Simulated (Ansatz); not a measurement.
# Ti: the cost of one run

Program: Ansatz 0.2.0. Level of theory: DFT r2SCAN, scalar-relativistic, plane waves, PAW. These are calculated values, not measurements.

1 further run of the same task is left out (it didn't finish).

**1. The system as given**

The structure is cubic, space group Fm-3m (No. 225). Conventional cell: a = 4.060 Å, b = 4.060 Å, c = 4.060 Å, α = 90.00°, β = 90.00°, γ = 90.00°. Ti (site symmetry m-3m) has 12 Ti at 2.87 Å as nearest neighbours.

Coordinates:

```
Ti
1.0
     0.00000    2.03000    2.03000
     2.03000    0.00000    2.03000
     2.03000    2.03000    0.00000
Ti
1
Cartesian
  0.0000 0.0000 0.0000
```

Source of the structure: the Crystallography Open Database.

**2. Quick check of gap, pressure and forces**

The input, input.yaml:

```yaml
crystal:
  lattice:
    - [0.0, 2.03, 2.03]
    - [2.03, 0.0, 2.03]
    - [2.03, 2.03, 0.0]
  atoms:
    - { symbol: Ti, position: [0.0, 0.0, 0.0] }
basis:
  ecutwfc: 500
kpoints:
  mp_grid: { grid: [8, 8, 8] }
hamiltonian:
  xc: r2scan
scf:
  occupations: { method: gaussian, width: 0.1 }
output:
  forces: true
  stress: true
  eigenvalues: true
```

Run with:

```sh
ansatz run input.yaml --threads 1 --pin off --max-ram 2560MiB --backend cpu --events-out ev --progress --plain --runs-dir out
```

What time and memory should one allow on 1 thread of Arm Neoverse V2, shared host?

About 1.6 s, with a peak of 0.31 GiB.
